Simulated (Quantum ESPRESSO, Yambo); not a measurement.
# InP (F-43m): G0W0 on several meshes in Yambo, part 2 of 2

How does the mesh move the gap of InP (F-43m)?

Quantum ESPRESSO 7.5 and Yambo 5.3.0; PBE and many-body steps on it, plane waves. Known limits of the many-body steps: not at the basis limit; no spin-orbit coupling; coarse k mesh.

So far. Step 4 (4×4×4): The gap on the mesh goes from 0.69 eV to 1.38 eV, a correction of +0.70 eV. Step 5 (Empty states on the mesh, 2×2×2 mesh, 256 bands): On this mesh the gap is 0.686 eV.

## (6) Conversion and set-up

This step: Yambo 5.3.0; conversion and set-up on PBE, plane waves, norm-conserving pseudopotentials.

Command:

```sh
(cd o/x.save; p2y > p2y.log; mv SAVE ../..); yambo > setup.log
```

What it wrote:

```text
 Yambo, version 5.3.0

 [02] CORE Variables Setup
 =========================

  [02.01] Unit cells
  ==================

  Cell kind             :  FCC
  Atoms in the cell     :  In  P
  number of In atoms    :  1
  number of P  atoms    :  1

  List of atomic masses
  Mass of In    :  114.8200
  Mass of P     :  30.97400

  List of atomic coordinates    : [cc]
  In1       :  0.000000  0.000000  0.000000  order 1
  P1       :  2.772559  2.772559  2.772559  order 2

  Alat factors          :  5.545118  5.545118  5.545118 [a.u.]
  Direct lattice volume :  341.0062 [a.u.]
[...]
0.000000  0.000000  0.000000  0.000000  0.000000  0.000000  0.000000  0.000000

 [03] Transferred momenta grid and indexing
 ==========================================

 IBZ Q-points                                      :  3
 BZ  Q-points                                      :   8

 K/Q-points units:
 rlu = crystal or reduced units; cc = cartesian coordinates; iku = interal k-units

 Q [1]          [rlu]:  0.000000  0.000000  0.000000
 Q [2]          [rlu]: -0.18451E-16 -0.18451E-16 -0.50000
 Q [3]          [rlu]: -0.40653E-17 -0.50000     -0.50000

  [03.01] X indexes
  =================

   [03.01.01] Sigma indexes
   ========================

 [06] Game Over & Game summary
```

It took 2.8 s on 1 MPI rank of Intel Xeon Platinum 8559C (Emerald Rapids), shared host; peak memory 0.25 GiB.

## (7) 2×2×2

This step: G0W0 on PBE, plane waves, norm-conserving pseudopotentials.

File gw11.in:

```
HF_and_locXC
gw0
dyson
ppa
em1d
rim_cut
RandQpts= 1000000
RandGvec= 1 RL
EXXRLvcs= 80 Ry
VXCRLvcs= 320 Ry
Chimod= "HARTREE"
% BndsRnXp
 1 | 256 |
%
NGsBlkXp= 17 Ry
% LongDrXp
 1 | 1 | 1 |
%
% GbndRnge
 1 | 256 |
%
DysSolver= "n"
ExtendOut
PPAPntXp= 27.21138 eV
% QPkrange
 1 | 1 | 12 | 15 |
%
```

Command:

```sh
OMP_NUM_THREADS=1 mpirun -n 4 yambo -F gw11.in -J gw11 -C gw11 > gw11.log
```

What it wrote:

```text
 Yambo, version 5.3.0

 [02] CORE Variables Setup
 =========================

  [... cell, symmetries and grids as in the set-up ...]

  [02.05] Energies & Occupations
  ==============================

  [X] === General ===
  [X] Electronic Temperature                        :  0.000000  0.000000 [eV K]
  [X] Bosonic    Temperature                        :  0.000000  0.000000 [eV K]
  [X] Finite Temperature mode                       : no
  [X] El. density                                   :  0.51453E+24 [cm-3]
  [X] Fermi Level                                   :  8.260446 [eV]

  [X] === Gaps and Widths ===
  [X] Conduction Band Min                           :  0.686430 [eV]
  [X] Valence Band Max                              :  0.000000 [eV]
  [X] Filled Bands                                  :  13
  [X] Empty Bands                                   :   14  256
  [X] Direct Gap                                    :  0.686430 [eV]
  [X] Direct Gap localized at k                     :  1
  [X] Indirect Gap                                  :  0.686430 [eV]
  [X] Indirect Gap between kpts                     :  1  1
  [X] Last valence band width                       :  2.306388 [eV]
  [X] 1st conduction band width                     :  1.080328 [eV]

 [03] Transferred momenta grid and indexing
 ==========================================

 IBZ Q-points                                      :  3
 BZ  Q-points                                      :   8

 K/Q-points units:
 rlu = crystal or reduced units; cc = cartesian coordinates; iku = interal k-units

 Q [1]          [rlu]:  0.000000  0.000000  0.000000
 Q [2]          [rlu]: -0.18451E-16 -0.18451E-16 -0.50000
 Q [3]          [rlu]: -0.40653E-17 -0.50000     -0.50000

 [04] Coloumb potential Random Integration (RIM)
[...]
================================================

 [VXC] Plane waves :   33079
 [EXS] Plane waves :   4279

 QP @ state[ 1 ] K range:  1  1
 QP @ state[ 1 ] b range:  12  15

 [xc] Functional : Perdew, Burke & Ernzerhof(X)+Perdew, Burke & Ernzerhof(C)
 [xc] LIBXC used to calculate xc functional
  PP Number of Atomic Species                      :  2
  NLCC RL compoments                               :   33079
  PP Number of Atomic Species                      :  2
  NLCC RL compoments                               :   33079

 [xc] E_xc :  -18.22306 [Ha]
      E_xc :  -36.44611 [Ry]

  Local XC kind (lXC) : Perdew, Burke & Ernzerhof(X)+Perdew, Burke & Ernzerhof(C)
  Non-Local XC kind (nlXC) : Hartree-Fock

  Corrections @ K [1] :  [eV]
 <12|nlXC|12> = -15.42131 -0.58520E-17 <12|lXC|12> = -13.03715  0.000000
 <13|nlXC|13> = -15.42131  0.34028E-17 <13|lXC|13> = -13.03715  0.000000
 <14|nlXC|14> = -6.751688  0.32191E-17 <14|lXC|14> = -11.64460  0.000000
 <15|nlXC|15> = -5.853303 -0.43946E-17 <15|lXC|15> = -10.69752  0.000000

 [08] Dyson equation: Newton solver
 ==================================

  [08.01] G0W0 (W PPA)
  ====================

  [  GW  ] Bands range     :    1  256
  [GW/PPA] G damping       :  0.100000 [eV]

  QP @ state[ 1 ] K range:  1  1
  QP @ state[ 1 ] b range:  12  15

   Sc/G bands                                       :    1  256
   Sc/G damping                                     :  0.100000 ev
   Sc bands terminator                              : no
   Sx RL components                                 :   4279

   QP @ state[ 1 ] K range                          :  1  1
   QP @ state[ 1 ] b range                          :  12  15
   GF energies kind                                 : Perdew, Burke & Ernzerhof(X)+Perdew, Burke & Ernzerhof(C)
   GF WF`s kind                                     : Perdew, Burke & Ernzerhof(X)+Perdew, Burke & Ernzerhof(C)
   Xs energies kind                                 : Perdew, Burke & Ernzerhof(X)+Perdew, Burke & Ernzerhof(C)
   Xs WF`s kind                                     : Perdew, Burke & Ernzerhof(X)+Perdew, Burke & Ernzerhof(C)

 [11] Game Over & Game summary
```

It took 30 s on 4 MPI ranks; peak memory 1.5 GiB.

This step gave:

```
G0W0 gap on the points computed              : 1.422 eV
starting gap on the mesh                     : 0.6864 eV
k of the valence top                         : 0, 0, 0
k of the conduction bottom                   : 0, 0, 0
least direct G0W0 gap on the computed points : 1.422 eV
Z at the valence top                         : 0.7891
Z at the conduction bottom                   : 0.8014
```

Against G0W0 in Yambo (4×4×4 mesh, 256 bands, screening to 231.3 eV, Godby-Needs plasmon pole), the gap moves by +0.037 eV.

## (8) The runs together

Times are wall times on 4 MPI ranks of Intel Xeon Platinum 8559C (Emerald Rapids), shared host, good to a factor of about two.

| run | mesh | bands | screening cutoff (eV) | DFT gap (eV) | gap on the mesh (eV) | direct (eV) | time |
| --- | --- | --- | --- | --- | --- | --- | --- |
| 4×4×4 | 4×4×4 | 256 | 231.3 | 0.686 | 1.384 | 1.384 | 5 min |
| 2×2×2 | 2×2×2 | 256 | 231.3 | 0.686 | 1.422 | 1.422 | 30 s |

## (9) Results

| Item | Value |
| --- | --- |
| 4×4×4 | 1.384 eV |
| 2×2×2 | 1.422 eV |
| known limits | not at the basis limit; no spin-orbit coupling; coarse k mesh |

What this shows: 2×2×2: +0.037 eV against 4×4×4. Bands and cutoff are finite, so the gap is not at the basis limit. The miss can reach some tenths of an eV and take either sign; the mesh is an error of its own. In the G0W0 runs levels were corrected at 1 k point alone, so a gap called «on the mesh» is the least over those, and an edge elsewhere would be missed. The 4×4×4 mesh is coarse for this cell, which bears on the long-range parts of exchange and screening. Mesh or cutoff lie under what a gap needs, so these runs test behaviour and cost; their gaps are not to be quoted. The many-body steps are scalar-relativistic: spin-orbit coupling is not in them.

[Paths, hosts, dates, memory and timing lines, banners, echoed tables and standing remarks are left out of the program output.]

[Logs are printed without paths, hosts, clocks, repeated set-up lines and the standing remarks that a program may print on its own settings, such as how far it seeks lower states.]

[Runs of the session that timed out or met a known fault of the program may be left out.]

[Hosts, paths, dates, database ids (printed as entryN), source tags and the programs' standing remarks are cut or masked in the printed files.]
